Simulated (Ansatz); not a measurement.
**Polymorphs of Cu₄O**

These are results of Ansatz, DFT PBE, scalar-relativistic, plane waves, PAW, not measurements. All cells share a 420 eV cutoff and Γ-centred k meshes spaced at most about 0.3 Å⁻¹ (about 0.25 or finer for metals, 2π included). No spin polarisation.

Formation energies are uncorrected and refer to the elements' standard structures at the same level (O₂ as a molecule).

All energies are static (0 K, no zero-point motion). The comparison covers the computed candidates alone. Kohn–Sham gaps at this level usually fall short of measured ones. No Hubbard U is applied to the 3d shell of Cu.

Invented guesses were relaxed alike, and ends that match in structure were merged. ΔE counts from the first row. Coordination counts Cu atoms around O (those within 1.25 times the shortest such distance or 1.15 times the sum of covalent radii; a plus sign parts nearer from farther groups; the shortest distance is added where it is long for a bond). The ends were matched against large subsets of the Crystallography Open Database and the Materials Project, so a missing match doesn't prove that a structure is unreported.

```
#        reached from  type and space group  atoms  Å³/atom       coordination  ΔE (meV/atom)  gap on mesh (eV)  in databases
1   Ni4N type (Pm-3m)       Pm-3m (No. 221)      5     12.4                O 6              0              0.00      no match
2  CrGa4 type (Im-3m)       Im-3m (No. 229)      5     12.9                O 8            183              0.00      no match
3         random cell      P6/mmm (No. 191)      5     15.3                O 2            312              0.00      no match
4   Mn4N type (Pm-3m)       Pm-3m (No. 221)      5     16.6  O 12+8 from 3.1 Å           1067              0.10      no match
```

The lowest: Space group Pm-3m (No. 221), cubic, a = 3.961 Å. Cu on a site of symmetry m-3m has 12 Cu at 2.80 Å; Cu on a site of symmetry 4/mmm is surrounded by 2 O at 1.98 Å and 12 Cu at 2.80 Å; around O lie 6 Cu at 1.98 Å. Its energy over the elements is +0.10 eV/atom. The separate elements lie lower, so it is unstable against them. An observed structure of this formula, if there is one, may be missing.

```yaml
crystal:
  lattice:
    - [3.96139, 0.00000, 0.00000]
    - [0.00000, 3.96139, 0.00000]
    - [0.00000, 0.00000, 3.96139]
  atoms:
    - { symbol: Cu, position: [0.00000, 0.00000, 0.00000] }
    - { symbol: Cu, position: [0.50000, 0.50000, 0.00000] }
    - { symbol: Cu, position: [0.50000, 0.00000, 0.50000] }
    - { symbol: Cu, position: [0.00000, 0.50000, 0.50000] }
    - { symbol: O, position: [0.50000, 0.50000, 0.50000] }
```

The second: Space group Im-3m (No. 229), cubic, a = 5.049 Å. Around Cu lie 2 O at 2.19 Å and 6 Cu at 2.52 Å; around O lie 8 Cu at 2.19 Å. Counting Cu atoms around O, the first has O 6 and the second has O 8. Cells relaxed within their symmetry can be saddle points. Some types were kept out of the candidates beforehand, so the set may lack a known form.
